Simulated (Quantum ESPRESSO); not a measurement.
Crystal: SiNi.

```xyz
4
Lattice="2.9428 0.0000 0.0000 0.0000 3.2803 0.0000 0.0000 0.0000 4.6774" Properties=species:S:1:pos:R:3 pbc="T T T"
Ni    1.4714    1.6402    1.6020
Ni    0.0000    0.0000    3.0754
Si    1.4714    1.6402    3.9438
Si    0.0000    0.0000    0.7337
```

The cell is a database's computed one.

* Program: Quantum ESPRESSO 7.5
* Task: single point
* Functional: PBE
* Potentials or basis: SSSP 1.3 efficiency PBE
* Cutoff: 748 eV
* Density cutoff: 5987 eV
* k mesh: 9 × 8 × 6
* Occupations: fermi-dirac, width 0.05 eV
* Spin: collinear spin, ferromagnetic start
* Starting moments: [1.0, 1.0, 0.0, 0.0] μB

On this cell: pressure 6.9 GPa; largest force 0.073 eV/Å; net moment 0.00 μB per cell; band gap on the k mesh none (metal or under the smearing width).

The same run follows on a disturbed copy (atoms moved at random, drawn with an rms of 0.05 Å):

```
Ni Si
1.0
     2.94277    0.00000    0.00000
     0.00000    3.28033    0.00000
     0.00000    0.00000    4.67745
Ni Si
2 2
Direct
  0.49231 0.49907 0.33863
  0.99697 0.99110 0.65411
  0.50116 0.50926 0.84485
  0.99226 0.00146 0.15428
```

Task: What does the disturbed cell give?

Result: The energy (extrapolated to zero smearing) moves by +4.1 meV/atom; pressure 7.0 GPa; largest force 0.483 eV/Å; net moment 0.00 μB per cell; band gap on the k mesh none (metal or under the smearing width).

Forces on the atoms (eV/Å):
```
Ni   0.052 -0.024  0.287
Ni   0.003  0.384  0.008
Si  -0.103 -0.373 -0.289
Si   0.048  0.012 -0.006
```

Stress tensor (GPa, compression positive):
```
 6.95  0.08  0.16
 0.08  7.20 -0.15
 0.16 -0.15  6.90
```
